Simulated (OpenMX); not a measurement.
Input of an OpenMX 3.8.5 run:

Al.dat

```
System.CurrrentDirectory             ./
System.Name                          Al
DATA.PATH                            ./DFT_DATA13
level.of.stdout                      1
level.of.fileout                     0
Species.Number                       1
<Definition.of.Atomic.Species
  Al  Al7.0-s2p2d1           Al_PBE13
Definition.of.Atomic.Species>

Atoms.Number                         2
Atoms.SpeciesAndCoordinates.Unit     FRAC
<Atoms.SpeciesAndCoordinates
    1  Al    0.3333300000    0.6666700000    0.5000000000   1.500  1.500
    2  Al    0.6666700000    0.3333300000    0.5000000000   1.500  1.500
Atoms.SpeciesAndCoordinates>

Atoms.UnitVectors.Unit               Ang
<Atoms.UnitVectors
     4.5467300000    0.0000000000    0.0000000000
    -2.2733700000    3.9375800000    0.0000000000
     0.0000000000    0.0000000000    2.7539300000
Atoms.UnitVectors>

scf.XcType                           GGA-PBE
scf.SpinPolarization                 off
scf.ElectronicTemperature            580.226
scf.energycutoff                     300.0
scf.maxIter                          100
scf.EigenvalueSolver                 band
scf.Kgrid                            5 5 7
scf.Mixing.Type                      rmm-diisk
scf.Init.Mixing.Weight               0.05
scf.Min.Mixing.Weight                0.001
scf.Max.Mixing.Weight                0.3
scf.Mixing.History                   25
scf.Mixing.StartPulay                8
scf.criterion                        1.0e-8
scf.stress.tensor                    on
MD.Type                              nomd
```

Potentials or basis: OpenMX 2013 PBE set, Al7.0-s2p2d1, grid cutoff 300 Ry.

The run is started by

```console
$ openmx Al.dat -nt 1 > Al.std
```

(1) What does it give for the band gap on the k mesh?

(2) Predict the pressure.

Results:

(1) none (metal or under the smearing width).

(2) -0.2 GPa.

Caveat: the basis of atomic orbitals isn't converged, which shifts pressures, moduli and gaps.
